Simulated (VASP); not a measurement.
# NaCl (Pm-3m) in VASP: a series of runs, part 2 of 2

VASP 6.6.1. Earlier steps stand in the parts before.

**3. G0W0 quasiparticle levels, PBEsol**

POSCAR

```
NaCl
1.0
    3.5021900000      0.0000000000      0.0000000000
    0.0000000000      3.5021900000      0.0000000000
    0.0000000000      0.0000000000      3.5021900000
Cl Na
1 1
Direct
    0.5000000000      0.5000000000      0.5000000000
    0.0000000000      0.0000000000      0.0000000000
```

INCAR.step1

```
SYSTEM = NaCl
ALGO     = Normal         ! electronic algorithm
EDIFF    = 1E-8           ! SCF threshold, eV
ENCUT    = 450            ! plane-wave cutoff, eV
GGA      = PS             ! functional
ISMEAR   = 0              ! smearing method
LASPH    = .True.         ! aspherical terms in the spheres
LCHARG   = .False.        ! write CHGCAR
LREAL    = .False.        ! projectors in reciprocal space
LWAVE    = .True.         ! write WAVECAR
NELM     = 100            ! most SCF steps
PREC     = Accurate       ! precision mode
SIGMA    = 0.01           ! smearing width, eV
```

INCAR.step2

```
SYSTEM = NaCl
ALGO     = Exact          ! electronic algorithm
EDIFF    = 1E-8           ! SCF threshold, eV
ENCUT    = 450            ! plane-wave cutoff, eV
GGA      = PS             ! functional
ISMEAR   = 0              ! smearing method
ISTART   = 1            
LASPH    = .True.         ! aspherical terms in the spheres
LCHARG   = .False.        ! write CHGCAR
LOPTICS  = .True.         ! frequency-dependent dielectric function
LREAL    = .False.        ! projectors in reciprocal space
LWAVE    = .True.         ! write WAVECAR
NBANDS   = 187            ! bands
NELM     = 1              ! most SCF steps
PREC     = Accurate       ! precision mode
SIGMA    = 0.01           ! smearing width, eV
```

INCAR.step3

```
SYSTEM = NaCl
ALGO     = EVGW0          ! electronic algorithm
EDIFF    = 1E-8           ! SCF threshold, eV
ENCUT    = 450            ! plane-wave cutoff, eV
ENCUTGW  = 150            ! cutoff of the response function
GGA      = PS             ! functional
ISMEAR   = 0              ! smearing method
ISTART   = 1            
LASPH    = .True.         ! aspherical terms in the spheres
LCHARG   = .False.        ! write CHGCAR
LREAL    = .False.        ! projectors in reciprocal space
LWAVE    = .False.        ! write WAVECAR
NBANDS   = 187            ! bands
NBANDSGW = 16           
NELMGW   = 1            
NOMEGA   = 48             ! frequency points
PREC     = Accurate       ! precision mode
PRECFOCK = Fast         
SIGMA    = 0.01           ! smearing width, eV
```

KPOINTS

```
k-points
0
Gamma
  5 5 5
  0 0 0
```

Potentials or basis: VASP PAW PBE potentials, release 64 (Cl_GW, Na_sv_GW).

The run is started by

```sh
$ cat potpaw_PBE.64/Cl_GW/POTCAR potpaw_PBE.64/Na_sv_GW/POTCAR > POTCAR
$ cp INCAR.step1 INCAR
$ mpirun -np 1 vasp_std > vasp.out
$ cp INCAR.step2 INCAR
$ mpirun -np 1 vasp_std > vasp.out
$ cp INCAR.step3 INCAR
$ mpirun -np 1 vasp_std > vasp.out
```

OUTCAR:

```text
SYSTEM = NaCl
   EDIFF = 1E-8
   ENCUT = 450
   ENCUTGW = 150
   GGA = PS
   ISMEAR = 0
   ISTART = 1
   LASPH = .True.
   LREAL = .False.
   NELMGW = 1
   PREC = Accurate
   PRECFOCK = Fast

 ion  position               nearest neighbor table
   1  0.500  0.500  0.500-
   2  0.000  0.000  0.000-

  LATTYP: Found a simple cubic cell.
 ALAT       =     3.5021900000

  Lattice vectors:

 A1 = (   3.5021900000,   0.0000000000,   0.0000000000)
 A2 = (   0.0000000000,   3.5021900000,   0.0000000000)
 A3 = (   0.0000000000,   0.0000000000,   3.5021900000)

Analysis of symmetry for initial positions (statically):
=====================================================================
 Subroutine PRICEL returns:
 Original cell was already a primitive cell.

[... 128 lines left out ...]
  Fermi-wavevector in a.u.,A,eV,Ry     =   1.177900  2.225908 18.877385  1.387449
  Thomas-Fermi vector in A             =   2.314239
   LORBIT       =      0    0 simple, 1 ext, 2 COOP (PROOUT), +10 PAW based schemes
   GGA     = PS    functional components
   LHFCALC =     T    Hartree Fock is set to
   PRECFOCK=fast      Normal, Fast or Accurate (Low or Medium for compatibility)
   ENCUT4O =  -1.0   cutoff for four orbital integrals eV
   NKREDX  =     1    reduce k-point grid by
   NKREDY  =     1    reduce k-point grid by
   NKREDZ  =     1    reduce k-point grid by
   AEXX    =    1.0000 exact exchange contribution
   HFSCREEN=    0.0000 screening length (either q_TF or 0.3 A-1)
   HFSCREENC=   0.0000 screening length for correlation (either q_TF or 0.3 A-1)
   ENCUTFOCK=  -1.0 apply spherical cutoff to Coloumb kernel
   IVDW    =     0    specifies the selected vdW correction
   LEPSILON=     F    determine dielectric tensor
   LRPA    =     F    only Hartree local field effects (RPA)
   LRPAFORCE           =     F    calculate RPA forces
   ENCUTGW             = 150.0    cutoff for response function in eV
   ENCUTGWSOFT         = 120.0    soft cutoff for Coulomb kernel in GW response function in eV
   ENCUTLF             =  -1.0    cutoff for local field effects
   NELMGW              =     1    number of iterations in solving QP/BSE equation
   NELMHF              =     1    number of iterations in the inner HF iteration
   NKREDLFX            =     1    NKREDLFY  =   1   NKREDLFZ  =   1
 non-spin polarized calculation
 Gauss-broadening in eV      SIGMA  =   0.01
  energy-cutoff  :      450.00
  volume of cell :       42.96
 maximum number of plane-waves:       948
  NGX = 14; NGY = 14; NGZ = 14
   NGX = 13   NGY = 13   NGZ = 13
 maximum number of plane-waves:       185
 NGX is ok and might be reduce to    14

 QP shifts <psi_nk| G(iteration)W_0 |psi_nk>: iteration 1
 for sc-GW calculations column KS-energies equals QP-energies in previous step
 and V_xc(KS)=  KS-energies - (<T + V_ion + V_H > + <T+V_H+V_ion>^1  + <V_x>^1)

 k-point   1 :       0.0000    0.0000    0.0000
  band No.  KS-energies  QP-energies   sigma(KS)   V_xc(KS)     V^pw_x(r,r')   Z            occupation Imag(sigma)

      1     -49.6576     -58.9402     -40.9959     -28.8856     -49.0624       0.7665       2.0000       0.5101
      2     -21.7502     -27.5998     -35.4352     -28.1410     -41.3636       0.8020       2.0000       0.2630
      3     -21.7502     -27.5998     -35.4352     -28.1410     -41.3636       0.8020       2.0000       0.2630
      4     -21.7502     -27.5998     -35.4352     -28.1410     -41.3636       0.8020       2.0000       0.2630
      5     -13.2052     -14.6747     -16.8498     -14.7342     -24.0898       0.6946       2.0000       1.7218
      6      -0.3382      -2.1385     -16.5925     -14.2828     -18.5765       0.7795       2.0000       0.2121
[... 175 lines left out ...]
      2     -21.7752     -27.5937     -35.3583     -28.0741     -41.2812       0.7988       2.0000       0.2638
      3     -21.7752     -27.5937     -35.3583     -28.0741     -41.2812       0.7988       2.0000       0.2638
      4     -21.7752     -27.5937     -35.3583     -28.0741     -41.2812       0.7988       2.0000       0.2638
      5     -12.3790     -13.7973     -17.5006     -15.4775     -24.5696       0.7010       2.0000       1.5232
      6      -1.7051      -3.6375     -15.6426     -13.1475     -17.8839       0.7745       2.0000       0.2680
[... 8 lines left out ...]
     15      14.8631      16.2442      -8.7005     -10.4200      -4.2650       0.8032       0.0000      -0.4789
     16      19.4464      21.3151     -10.1743     -12.4903      -4.8895       0.8069       0.0000      -0.8936
```

OUTCAR.step1:

```text
SYSTEM = NaCl
   EDIFF = 1E-8
   ENCUT = 450
   GGA = PS
   ISMEAR = 0
   LASPH = .True.
   LREAL = .False.
[... 354 lines left out ...]
      1.75110      1.75110      1.75110         0.000000      0.000000      0.000000
      0.00000      0.00000      0.00000         0.000000      0.000000      0.000000
 -----------------------------------------------------------------------------------
    total drift:                                0.000000      0.000000     -0.000000

  FREE ENERGIE OF THE ION-ELECTRON SYSTEM (eV)
  ---------------------------------------------------
  free  energy   TOTEN  =        -8.7334080592 eV

  energy  without entropy=       -8.7334080592  energy(sigma->0) =       -8.73340806
```

OUTCAR.step2:

```text
SYSTEM = NaCl
   EDIFF = 1E-8
   ENCUT = 450
   GGA = PS
[... 770 lines left out ...]
  --------------------------------------------------------------------------------------------------------------
     0.00000     3.08927     3.08927     3.08927     0.00000     0.00000    -0.00000
     2.35723     3.27806     3.27806     3.27806     0.00000     0.00000    -0.00000
     4.71445     4.07960     4.07960     4.07960     0.00000     0.00000    -0.00000
     7.07168     3.61529     3.61529     3.61529     0.00000     0.00000    -0.00000
     9.42890    -0.67787    -0.67787    -0.67787    -0.00000    -0.00000     0.00000
    11.78613     0.15752     0.15752     0.15752    -0.00000    -0.00000     0.00000
[... 92 lines left out ...]
   231.00816     0.99076     0.99076     0.99076     0.00000     0.00000     0.00000
   233.36539     0.99097     0.99097     0.99097     0.00000     0.00000     0.00000
```

It took 4.9 min on 1 thread of Intel Xeon Platinum 8259CL at 2.50GHz (Skylake/Cascade Lake), shared host; peak memory 0.61 GiB.

What came out:

| Item | Value |
| --- | --- |
| Band gap on the k mesh, mean-field level | 3.92 eV, indirect (least direct gap 4.37 eV) |
| Quasiparticle gap | 6.63 eV |
| Least direct quasiparticle gap | 7.11 eV |

Levels at points of the mesh, in eV from the valence-band top:
| k point | band 4 | band 5 | band 6 | band 7 | band 8 | band 9 | band 10 | band 11 | band 12 |
| --- | --- | --- | --- | --- | --- | --- | --- | --- | --- |
| (0.00, 0.00, 0.00) | -21.86 | -13.32 | -0.45 | -0.45 | -0.45 | 3.92 | 8.39 | 8.39 | 15.56 |

Caveat: bands, screening cutoff and mesh are small and nothing is extrapolated, so the quasiparticle values aren't converged; an odd mesh through Γ misses points on the zone boundary, where band edges often lie.
